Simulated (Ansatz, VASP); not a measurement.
**Zr: VASP beside Ansatz**

```
Zr
1.0
     3.23200    0.01616    0.01616
    -1.60200    2.79091    0.00591
     0.02574    0.02574    5.14700
Zr
2
Direct
  0.33333 0.66667 0.25000
  0.66667 0.33333 0.75000
```

Change from the starting cell: equal xy, yz and zx shear strains of +1 %.

Alike in both runs: task single point; functional PBEsol; k mesh 13 × 13 × 7; occupations fermi-dirac, width 0.08 eV; no spin polarisation.

|  | VASP | Ansatz |
| --- | --- | --- |
| version | VASP 6.6.1 | Ansatz 0.2.0 |
| potentials or method | VASP PAW PBE potentials, release 64 (Zr_sv), cutoff 520 eV | all-electron LAPW, scalar-relativistic |

|  | VASP | Ansatz | Ansatz less VASP |
| --- | --- | --- | --- |
| pressure (GPa) | -3.2 | -3.2 | -0.03 |
| largest component of the traceless stress (GPa) | 0.43 | 0.43 | -0.001 |
| rms of the force components (eV/Å) | 0.010 | 0.010 | 0.0000 |

Atom by atom the forces differ by 0.000 eV/Å (rms over components). Ansatz ran all-electron here, so the differences hold the error of VASP's frozen core and of both bases.

Caveats: the PAW data sets were made with another functional, which shifts forces and pressure a little (VASP).
